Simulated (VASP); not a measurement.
Crystal: BN.

```
CELL_PARAMETERS angstrom
0.00000 1.81300 1.81300
1.81300 0.00000 1.81300
1.81300 1.81300 0.00000
ATOMIC_POSITIONS crystal
N 0.25000 0.25000 0.25000
B 0.00000 0.00000 0.00000
```

The cell is a database's computed one.

* Program: VASP 6.6.1
* Task: relaxation of cell and atoms
* Functional: vdW-DF2
* Potentials or basis: VASP PAW PBE potentials, release 64 (N, B)
* Cutoff: 600 eV
* k mesh: 13 × 13 × 13
* Occupations: fermi-dirac, width 0.05 eV
* Spin: no spin polarisation

At the start: pressure 9.0 GPa; volume 5.96 Å³/atom.

**Question.** How do energy, volume and symmetry change on relaxing?

**Answer.** Over 3 steps the energy falls by 4.1 meV/atom and the volume is 6.11 Å³/atom (+2.5 %); space group F-43m (No. 216, to 0.05 Å).

Step by step:
```
step  energy change (eV)  largest force (eV/Å)  pressure (GPa)  volume (Å³)
   1              0.0000                0.0000            8.96        11.92
   2             -0.0010                0.0000           -7.80        12.50
   3             -0.0081                0.0000           -0.02        12.22
```

Final structure:
```cif
data_structure
_symmetry_space_group_name_H-M 'P 1'
_symmetry_Int_Tables_number 1
_cell_length_a 2.5851
_cell_length_b 2.5851
_cell_length_c 2.5851
_cell_angle_alpha 60.000
_cell_angle_beta 60.000
_cell_angle_gamma 60.000
_cell_volume 12.22
loop_
_atom_site_label
_atom_site_type_symbol
_atom_site_fract_x
_atom_site_fract_y
_atom_site_fract_z
_atom_site_occupancy
N1 N 0.25000 0.25000 0.25000 1
B1 B 0.00000 0.00000 0.00000 1
```

Caveat: the PAW data sets were made with another functional, which shifts forces and pressure a little.
